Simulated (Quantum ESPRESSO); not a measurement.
# Zn in Quantum ESPRESSO: work function with PBE

Aim: the work function of Zn with PBE.

Everything below comes from runs of Quantum ESPRESSO 7.5. Logs are shortened: lines on timing, memory, paths and dates and some standing lists are left out, and cuts for length are marked.

## Step 1: The structure

The cell holds a slab with vacuum, 7 atoms: a = 2.617 Å, b = 2.619 Å, c = 29.601 Å, α = 90.00°, β = 90.00°, γ = 119.98°.

The slab is cut from a database's or a generator's crystal, which needn't be the stable form of the element.

## Step 2: Work function, PBE

pw.in

```
&CONTROL
  calculation = 'scf'
  prefix = 'pwscf'
  outdir = './tmp'
  pseudo_dir = './pseudo'
  tprnfor = .true.
  disk_io = 'low'
  tefield = .true.
  dipfield = .true.
/
&SYSTEM
  ibrav = 0
  celldm(1) = 8
  nat = 7
  ntyp = 1
  ecutwfc = 84
  nbnd = 88
  occupations = 'smearing'
  smearing = 'fd'
  degauss = 0.00367493
  edir = 3
  emaxpos = 0.9831
  eopreg = 0.0338
  eamp = 0
/
&ELECTRONS
  conv_thr = 7d-09
  electron_maxstep = 150
  mixing_beta = 0.3
  mixing_mode = 'local-TF'
/
ATOMIC_SPECIES
Zn    65.3800 Zn.upf
CELL_PARAMETERS alat
  0.6181705216326   0.0000000000000   0.0000000000000
 -0.3090852608163   0.5357775540186   0.0000000000000
  0.0000000000000   0.0000000000000   6.9921795038397
ATOMIC_POSITIONS crystal
Zn     0.3393536486    0.6787072973    0.2533713903
Zn     0.0115275509    0.0230551018    0.3350030037
Zn     0.3508811995    0.7017623991    0.4175015018
Zn     0.6902348482    0.3804696963    0.5000000000
Zn     0.3624087504    0.7248175009    0.5816316134
Zn     0.7017623991    0.4035247981    0.6641301116
Zn     0.0411160477    0.0822320954    0.7466286097
K_POINTS automatic
12 12 1 0 0 0
```

pp_density.in

```
&INPUTPP
  prefix = 'pwscf'
  outdir = './tmp'
  filplot = 'density.dat'
  plot_num = 0
/
&PLOT
  nfile = 1
  filepp(1) = 'density.dat'
  iflag = 3
  output_format = 6
  fileout = 'density.cube'
/
```

pp_potential.in

```
&INPUTPP
  prefix = 'pwscf'
  outdir = './tmp'
  filplot = 'potential.dat'
  plot_num = 11
/
&PLOT
  nfile = 1
  filepp(1) = 'potential.dat'
  iflag = 3
  output_format = 6
  fileout = 'potential.cube'
/
```

pp_elf.in

```
&INPUTPP
  prefix = 'pwscf'
  outdir = './tmp'
  filplot = 'elf.dat'
  plot_num = 8
/
&PLOT
  nfile = 1
  filepp(1) = 'elf.dat'
  iflag = 3
  output_format = 6
  fileout = 'elf.cube'
/
```

Potentials or basis: Ansatz NC SR PBE.

On the command line:

```bash
> OMP_NUM_THREADS=1 mpirun -n 2 pw.x -nk 2 -in pw.in > pw.out
> OMP_NUM_THREADS=1 mpirun -n 1 pp.x -in pp_density.in > pp_density.out
> OMP_NUM_THREADS=1 mpirun -n 1 pp.x -in pp_potential.in > pp_potential.out
> OMP_NUM_THREADS=1 mpirun -n 1 pp.x -in pp_elf.in > pp_elf.out
```

pw.out:

```text
[... set-up lines left out ...]
     Self-consistent Calculation

     iteration #  1     ecut=    84.00 Ry     beta= 0.30
     Davidson diagonalization with overlap
     ethr =  1.00E-02,  avg # of iterations =  5.9

     Threshold (ethr) on eigenvalues was too large:
     Diagonalizing with lowered threshold

     Davidson diagonalization with overlap
     ethr =  1.31E-04,  avg # of iterations =  4.2

     negative rho (up, down):  2.316E-05 0.000E+00

     Adding external electric field

     Computed dipole along edir(3) :
        Dipole                0.0001 Ry au,          0.0003 Debye
        Dipole field          0.0000 Ry au,

        Potential amp.       -0.0001 Ry
        Total length         54.0468 bohr

     total energy              =   -2926.18496966 Ry
     estimated scf accuracy    <       0.19047637 Ry

     iteration #  2     ecut=    84.00 Ry     beta= 0.30
     Davidson diagonalization with overlap
     ethr =  1.36E-04,  avg # of iterations =  1.0
[... 219 lines left out ...]
     iteration # 15     ecut=    84.00 Ry     beta= 0.30
     Davidson diagonalization with overlap
     ethr =  5.61E-12,  avg # of iterations =  1.0

     Adding external electric field

     Computed dipole along edir(3) :
        Dipole               -0.0000 Ry au,         -0.0000 Debye
        Dipole field         -0.0000 Ry au,

        Potential amp.        0.0000 Ry
        Total length         54.0468 bohr

     End of self-consistent calculation

          k = 0.0000 0.0000 0.0000 ( 15377 PWs)   bands (ev):

  -119.3263-119.2939-119.2890-119.2519-119.2441-118.9820-118.9487 -73.4634
   -73.4631 -73.4599 -73.4300 -73.4274 -73.4274 -73.4272 -73.4227 -73.4224
   -73.3908 -73.3849 -73.3848 -73.3807 -73.3767 -73.3765 -73.1218 -73.1113
   -73.1112 -73.0896 -73.0779 -73.0778  -3.3424  -2.9552  -2.4382  -1.8672
    -1.5359  -1.3253  -1.3038  -0.6326  -0.5510  -0.4281  -0.4246  -0.4072
    -0.3859  -0.3827  -0.3690  -0.3663  -0.3346  -0.3299  -0.3218  -0.3171
    -0.1240  -0.0568  -0.0545  -0.0255  -0.0217   0.0576   0.0593   0.1307
     0.1360   0.1802   0.1856   0.2412   0.2485   0.2604   0.2655   0.4928
     0.4944   0.5222   0.5249   0.5330   1.6516   3.2438   4.3663   6.4343
     8.3673  10.1659  11.2535  11.5141  12.8256  12.9875  14.9334  15.2327
    17.4904  17.9240  20.1974  21.0990  23.8609  25.2341  25.5897  25.6014

          k = 0.0000 0.1555 0.0000 ( 15439 PWs)   bands (ev):

  -119.3260-119.2937-119.2888-119.2516-119.2439-118.9818-118.9484 -73.4654
   -73.4640 -73.4596 -73.4299 -73.4294 -73.4280 -73.4271 -73.4248 -73.4233
   -73.3906 -73.3871 -73.3855 -73.3805 -73.3789 -73.3773 -73.1216 -73.1135
   -73.1119 -73.0893 -73.0803 -73.0784  -3.1303  -2.7465  -2.2380  -1.6921
    -1.4118  -1.2090  -1.1856  -0.6137  -0.5423  -0.4609  -0.4284  -0.4086
    -0.3826  -0.3733  -0.3616  -0.3493  -0.3325  -0.3155  -0.2797  -0.2669
    -0.2078  -0.0870  -0.0582  -0.0084   0.0185   0.0200   0.0406   0.0455
     0.1040   0.1204   0.1477   0.1745   0.2443   0.2645   0.2781   0.4408
     0.4750   0.4865   0.5181   0.8204   1.8837   3.4092   4.6561   6.6478
     8.5699  10.3610  11.4542  11.7178  13.0295  13.1850  15.1379  15.4279
    17.6960  18.1169  20.4139  21.2813  22.3173  22.7100  23.2656  23.9042
[... 899 lines left out ...]
  -119.3232-119.2909-119.2860-119.2488-119.2411-118.9790-118.9456 -73.4935
   -73.4723 -73.4585 -73.4555 -73.4519 -73.4365 -73.4316 -73.4268 -73.4244
   -73.4147 -73.4065 -73.3940 -73.3877 -73.3858 -73.3775 -73.1412 -73.1204
   -73.1185 -73.1078 -73.0871 -73.0863  -1.1220  -1.0769  -1.0600  -0.9979
    -0.9883  -0.8620  -0.8007  -0.7455  -0.6970  -0.6514  -0.5998  -0.4854
    -0.3607  -0.2926  -0.1909  -0.1717  -0.0980  -0.0733  -0.0103   0.0108
     0.0901   0.1037   0.1400   0.1718   0.1933   0.2306   0.2961   0.3304
     0.3459   0.3562   0.3718   0.4003   0.4215   0.5987   0.6287   1.8328
     2.1703   2.6963   3.4738   4.4664   5.6279   6.8055   9.2425   9.6696
    10.0090  10.4520  10.9245  11.4911  12.3194  12.6150  13.4229  14.1888
    14.8459  15.4991  15.7786  16.5212  16.8449  16.9542  17.0434  17.1616

          k =-0.8088-0.4666 0.0000 ( 15416 PWs)   bands (ev):

  -119.3228-119.2905-119.2855-119.2484-119.2406-118.9785-118.9452 -73.4990
   -73.4724 -73.4633 -73.4590 -73.4540 -73.4365 -73.4317 -73.4266 -73.4240
   -73.4199 -73.4119 -73.3940 -73.3872 -73.3858 -73.3770 -73.1467 -73.1204
   -73.1181 -73.1133 -73.0871 -73.0858  -1.2386  -1.2006  -1.1867  -1.1271
    -1.1235  -0.9679  -0.9011  -0.8381  -0.7958  -0.7311  -0.6899  -0.5390
    -0.3697  -0.3505  -0.1985  -0.0953  -0.0735   0.0048   0.0350   0.1207
     0.1736   0.2039   0.2149   0.3096   0.3929   0.4161   0.4198   0.4352
     0.4617   0.4643   0.4708   0.5045   0.5150   0.7802   0.8128   4.4928
     4.7781   5.0535   5.2291   5.5026   5.8414   6.0189   7.5323   8.0861
     8.2347   8.8604   9.4224  10.1551  10.6301  12.1274  12.6975  13.6068
    14.5316  15.7040  15.8965  16.9969  17.5972  17.9269  18.1342  18.3960

          k =-0.8088-0.3111 0.0000 ( 15442 PWs)   bands (ev):

  -119.3228-119.2905-119.2855-119.2484-119.2406-118.9785-118.9452 -73.4977
   -73.4737 -73.4621 -73.4579 -73.4538 -73.4378 -73.4330 -73.4265 -73.4240
   -73.4187 -73.4107 -73.3953 -73.3872 -73.3871 -73.3770 -73.1454 -73.1217
   -73.1181 -73.1120 -73.0884 -73.0858  -1.1671  -1.1302  -1.1158  -1.0538
    -1.0496  -0.9261  -0.8637  -0.7909  -0.7352  -0.6862  -0.6537  -0.5189
    -0.3582  -0.3398  -0.2190  -0.1537  -0.0727  -0.0352   0.0067   0.0863
     0.1396   0.1678   0.2017   0.2726   0.3220   0.3544   0.3640   0.3749
     0.3868   0.4101   0.4237   0.4656   0.4843   0.6861   0.7175   3.8319
     4.1761   4.6697   5.3498   6.0310   6.4534   6.5578   7.8381   8.3454
     8.5770   9.0791   9.6950  10.5916  11.5024  11.7768  12.7946  13.8289
    14.8584  15.6988  16.0580  16.2142  16.4843  17.0375  17.1428  17.4964

          k =-0.8088-0.1555 0.0000 ( 15439 PWs)   bands (ev):

  -119.3228-119.2905-119.2855-119.2484-119.2406-118.9785-118.9452 -73.4946
   -73.4768 -73.4592 -73.4558 -73.4526 -73.4409 -73.4361 -73.4264 -73.4239
   -73.4158 -73.4076 -73.3984 -73.3902 -73.3872 -73.3770 -73.1423 -73.1248
   -73.1181 -73.1089 -73.0915 -73.0858  -0.9725  -0.9533  -0.9288  -0.8630
    -0.8506  -0.8088  -0.7660  -0.6984  -0.6340  -0.5709  -0.5108  -0.4499
    -0.3561  -0.3273  -0.2577  -0.2374  -0.1738  -0.1189  -0.0854  -0.0580
     0.0015   0.0367   0.0616   0.1031   0.1243   0.1972   0.2565   0.2873
     0.3072   0.3298   0.3364   0.3860   0.3999   0.5596   0.5837   3.3458
     3.7035   4.2344   4.9930   5.9372   7.0065   7.8367   8.8455   9.1683
     9.5505  10.2022  10.8408  11.4128  12.2197  12.5240  13.2687  13.4177
    13.6946  14.0736  14.3152  15.0877  15.5495  15.9976  16.2998  16.7544

          k =-0.8088 0.0000 0.0000 ( 15427 PWs)   bands (ev):

  -119.3228-119.2905-119.2855-119.2484-119.2406-118.9785-118.9452 -73.4925
   -73.4789 -73.4576 -73.4547 -73.4511 -73.4430 -73.4381 -73.4263 -73.4239
   -73.4137 -73.4056 -73.4005 -73.3923 -73.3872 -73.3770 -73.1403 -73.1269
   -73.1181 -73.1068 -73.0936 -73.0858  -0.8375  -0.8201  -0.7694  -0.7496
    -0.7007  -0.6889  -0.6429  -0.6110  -0.5785  -0.5252  -0.4492  -0.4165
    -0.3631  -0.3348  -0.3193  -0.2747  -0.2459  -0.2339  -0.2058  -0.1601
    -0.1217  -0.0778  -0.0484   0.0478   0.0705   0.0821   0.1068   0.2038
     0.2388   0.2484   0.3198   0.3797   0.3926   0.5424   0.5639   3.2007
     3.5598   4.0946   4.8617   5.8288   6.9630   8.1103  10.4754  10.6811
    10.8638  11.1076  11.1685  11.5984  11.7127  12.0701  12.5971  12.6645
    13.3971  13.6262  13.8114  14.4865  14.7306  15.3545  15.9133  16.0246

          k =-0.8088 0.1555 0.0000 ( 15439 PWs)   bands (ev):

  -119.3228-119.2905-119.2855-119.2484-119.2406-118.9785-118.9452 -73.4946
   -73.4768 -73.4592 -73.4558 -73.4526 -73.4409 -73.4361 -73.4264 -73.4239
   -73.4158 -73.4076 -73.3984 -73.3902 -73.3872 -73.3770 -73.1423 -73.1248
   -73.1181 -73.1089 -73.0915 -73.0858  -0.9725  -0.9533  -0.9288  -0.8630
    -0.8506  -0.8088  -0.7660  -0.6984  -0.6340  -0.5709  -0.5108  -0.4499
    -0.3561  -0.3273  -0.2577  -0.2374  -0.1738  -0.1189  -0.0854  -0.0580
     0.0015   0.0367   0.0616   0.1031   0.1243   0.1972   0.2565   0.2873
     0.3072   0.3298   0.3364   0.3860   0.3999   0.5596   0.5837   3.3458
     3.7035   4.2344   4.9930   5.9372   7.0065   7.8367   8.8455   9.1683
     9.5505  10.2022  10.8408  11.4128  12.2197  12.5240  13.2687  13.4177
    13.6946  14.0736  14.3152  15.0877  15.5495  15.9976  16.2998  16.7544

          k =-0.8088 0.3111 0.0000 ( 15442 PWs)   bands (ev):

  -119.3228-119.2905-119.2855-119.2484-119.2406-118.9785-118.9452 -73.4977
   -73.4737 -73.4621 -73.4579 -73.4538 -73.4378 -73.4330 -73.4265 -73.4240
   -73.4187 -73.4107 -73.3953 -73.3872 -73.3871 -73.3770 -73.1454 -73.1217
   -73.1181 -73.1120 -73.0884 -73.0858  -1.1671  -1.1302  -1.1158  -1.0538
    -1.0496  -0.9261  -0.8637  -0.7909  -0.7352  -0.6862  -0.6537  -0.5189
    -0.3582  -0.3398  -0.2190  -0.1537  -0.0727  -0.0352   0.0067   0.0863
     0.1396   0.1678   0.2017   0.2726   0.3220   0.3544   0.3640   0.3749
     0.3868   0.4101   0.4237   0.4656   0.4843   0.6861   0.7175   3.8319
     4.1761   4.6697   5.3498   6.0310   6.4534   6.5578   7.8381   8.3454
     8.5770   9.0791   9.6950  10.5916  11.5024  11.7768  12.7946  13.8289
    14.8584  15.6988  16.0580  16.2142  16.4843  17.0375  17.1428  17.4964

          k =-0.8088-1.3998 0.0000 ( 15416 PWs)   bands (ev):

  -119.3228-119.2905-119.2855-119.2484-119.2406-118.9785-118.9452 -73.4990
   -73.4724 -73.4633 -73.4590 -73.4540 -73.4365 -73.4317 -73.4266 -73.4240
   -73.4199 -73.4119 -73.3940 -73.3872 -73.3858 -73.3770 -73.1467 -73.1204
   -73.1181 -73.1133 -73.0871 -73.0858  -1.2386  -1.2006  -1.1867  -1.1271
    -1.1235  -0.9679  -0.9011  -0.8381  -0.7958  -0.7311  -0.6899  -0.5390
    -0.3697  -0.3505  -0.1985  -0.0953  -0.0735   0.0048   0.0350   0.1207
     0.1736   0.2039   0.2149   0.3096   0.3929   0.4161   0.4198   0.4352
     0.4617   0.4643   0.4708   0.5045   0.5150   0.7802   0.8128   4.4928
     4.7781   5.0535   5.2291   5.5026   5.8414   6.0189   7.5323   8.0861
     8.2347   8.8604   9.4224  10.1551  10.6301  12.1274  12.6975  13.6068
    14.5316  15.7040  15.8965  16.9969  17.5972  17.9269  18.1342  18.3960

     the Fermi energy is     7.5098 ev

!    total energy              =   -2926.15992117 Ry
     estimated scf accuracy    <          6.3E-09 Ry
     smearing contrib. (-TS)   =      -0.00089061 Ry
     internal energy E=F+TS    =   -2926.15903057 Ry

     The total energy is F=E-TS. E is the sum of the following terms:
     one-electron contribution =  -21785.12453405 Ry
     hartree contribution      =   10896.44561611 Ry
     xc contribution           =    -314.38301408 Ry
     ewald contribution        =    8276.90290144 Ry
     electric field correction =       0.00000000 Ry

     convergence has been achieved in  15 iterations

     Forces acting on atoms (cartesian axes, Ry/au):

     atom    1 type  1   force =    -0.00000000    0.00046956   -0.00839978
     atom    2 type  1   force =     0.00000000   -0.00009380    0.00004583
     atom    3 type  1   force =     0.00000000   -0.00006641   -0.00036949
     atom    4 type  1   force =     0.00000000    0.00018612   -0.00034309
     atom    5 type  1   force =    -0.00000000   -0.00013175    0.00085853
     atom    6 type  1   force =    -0.00000000   -0.00002033    0.00087677
     atom    7 type  1   force =     0.00000000   -0.00034340    0.00733121

     Total force =     0.011246     Total SCF correction =     0.001068

=------------------------------------------------------------------------------=
   JOB DONE.
=------------------------------------------------------------------------------=
```

Wall time 27 min (2 MPI ranks of Arm Neoverse V2, shared host); peak memory 2.1 GiB.

Results:

```yaml
Free_energy: -39812.4339 eV
Largest_force: 0.216 eV/Å
Band_gap_on_the_k_mesh: none (metal or under the smearing width)
Dipole_across_the_slab: 0.00 D
Work_function_of_the_upper_face: 4.09 eV
Work_function_of_the_lower_face: 4.09 eV
```

Forces on the atoms (eV/Å):
```
Zn   0.000  0.012 -0.216
Zn   0.000 -0.002  0.001
Zn   0.000 -0.002 -0.009
Zn   0.000  0.005 -0.009
Zn   0.000 -0.003  0.022
Zn   0.000 -0.001  0.023
Zn   0.000 -0.009  0.188
```
